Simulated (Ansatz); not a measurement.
Runs of Ansatz 0.2.0 on AlNi. Symmetry: Pm-3m, No. 221, cubic system. The conventional cell has a = 2.881 Å, b = 2.881 Å, c = 2.881 Å, α = 90.00°, β = 90.00°, γ = 90.00°. Ni (site symmetry m-3m) is surrounded by 8 Al at 2.50 Å. Al (site symmetry m-3m) has 8 Ni at 2.50 Å as nearest neighbours. 

```tsv
task	level	cell	k mesh	smearing	points for each segment of the path	mesh quality	gap on the mesh (eV)	pressure (GPa)	moment (μB)	V0 of scaled cells (Å³/atom)	relaxed volume (Å³/atom)	B0 (GPa)
band structure	RPBE	as given	9 × 9 × 9	fermi-dirac 0.05 eV	14	not flagged	none	(a)	0.00	-	-	-
relaxation of cell and atoms	PBEsol+D4	relaxed	9 × 9 × 9	fermi-dirac 0.05 eV	-	not flagged	none	0.0	0.00	-	(c)	-
equation of state	HSE06	as given	6 × 6 × 6	fermi-dirac 0.05 eV	-	coarse	-	-	-	11.77	-	172
single point	PBE	as given	9 × 9 × 9	gaussian 0.021 eV	-	not flagged	none	1.9	0.00	-	-	-
single point	PBE	as given	9 × 9 × 9	gaussian 0.017 eV	-	not flagged	none	1.9	0.00	-	-	-
relaxation of cell and atoms	PBE+D3(BJ)	relaxed	9 × 9 × 9	fermi-dirac 0.05 eV	-	not flagged	-	0.0	0.00	-	11.66	-
equation of state	PBE	as given	9 × 9 × 9	fermi-dirac 0.05 eV	-	not flagged	-	-	-	12.10	-	160
band structure	HSE03	as given	5 × 5 × 5	fermi-dirac 0.05 eV	4	coarse	none	-	(b)	-	-	-
```

Alike in all rows: potentials or basis Ansatz PAW; spin collinear, ferromagnetic start; cutoff (eV) 420.

Q: Estimate the missing entries.

A: (a) 5.8; (b) 0.44; (c) 11.51.

Caveats: some runs use coarse meshes; the PAW data sets come from PBE, with cores solved anew for the run's functional, which leaves a small shift of forces and pressure (some runs); the plane-wave basis is chosen anew once the cell has moved, so the energies of steps on either side of that aren't comparable (some runs); the magnetic or orbital state may not be the lowest (some runs); the potentials were made for another functional, which shifts forces and pressure (some runs); pairwise dispersion overbinds metals, which lowers pressure and volume (some runs).

A k mesh can miss the band edges.

A gap of «none» marks a metal or a gap under the smearing width.

Not every run made on this cell is shown here.
